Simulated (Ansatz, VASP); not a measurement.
# Two plane-wave programs on Cu3N

Contents of INCAR:

```
SYSTEM = Cu3N
  ALGO = Normal
  EDIFF = 1E-7
  ENCUT = 520
  GGA = PE
  ISIF = 2
  ISMEAR = -1
  LASPH = .True.
  LCHARG = .False.
  LREAL = .False.
  LWAVE = .False.
  NBANDS = 27
  NELM = 100
  PREC = Accurate
  SIGMA = 0.05
```

Contents of KPOINTS:

```
k-points
0
Gamma
  7 7 7
  0 0 0
```

File POSCAR:

```
Cu3N
1.0
    3.8570978503      0.0000000000      0.0000000000
    0.0000000000      3.8570978503      0.0000000000
    0.0000000000      0.0000000000      3.8570978503
Cu N
3 1
Direct
    0.0000000000      0.0000000000      0.5000000000
    0.0000000000      0.5000000000      0.0000000000
    0.5000000000      0.0000000000      0.0000000000
    0.0000000000      0.0000000000      0.0000000000
```

File input.yaml:

```yaml
crystal:
  lattice:
    - [3.8570978503, 0.0, 0.0]
    - [0.0, 3.8570978503, 0.0]
    - [0.0, 0.0, 3.8570978503]
  atoms:
    - { symbol: Cu, position: [0.0, 0.0, 0.5] }
    - { symbol: Cu, position: [0.0, 0.5, 0.0] }
    - { symbol: Cu, position: [0.5, 0.0, 0.0] }
    - { symbol: "N", position: [0.0, 0.0, 0.0] }
hamiltonian:
  xc: pbe
  pseudopotentials: { kind: paw }
kpoints:
  mp_grid: { grid: [7, 7, 7] }
scf:
  occupations: { method: fermi_dirac, width: 0.05 }
output:
  forces: true
  stress: true
  eigenvalues: true
  write_density: true
  write_potential: true
  elf: true
  volumetric_format: npy
```

Change from the starting cell: volume scaled by 1.04.

Alike in both runs: task single point; functional PBE; k mesh 7 × 7 × 7; occupations fermi-dirac, width 0.05 eV; no spin polarisation.

|  | VASP | Ansatz |
| --- | --- | --- |
| version | VASP 6.6.1 | Ansatz 0.2.0 |
| potentials or method | VASP PAW PBE potentials, release 64 (Cu, N) | Ansatz PAW |
| plane-wave cutoff (eV) | 520 | 420 |
| valence electrons in the cell | 38 | 62 |

```tsv
	VASP	Ansatz	Ansatz less VASP
gap on the k mesh at the Fermi level (eV)	1.05	1.03	-0.016
least direct gap on the mesh (eV)	1.45	1.42	-0.023
pressure (GPa)	-2.1	-2.6	-0.53
```

The functional is the same, so the differences come from potentials, cutoffs and numerics. The two sets of potentials don't hold the same shells in valence.

Caveats: an odd mesh through Γ misses points on the zone boundary, where band edges often lie (VASP); odd divisions of the mesh miss points on the zone boundary, where band edges often lie, so the gap on the mesh can be too wide (Ansatz).
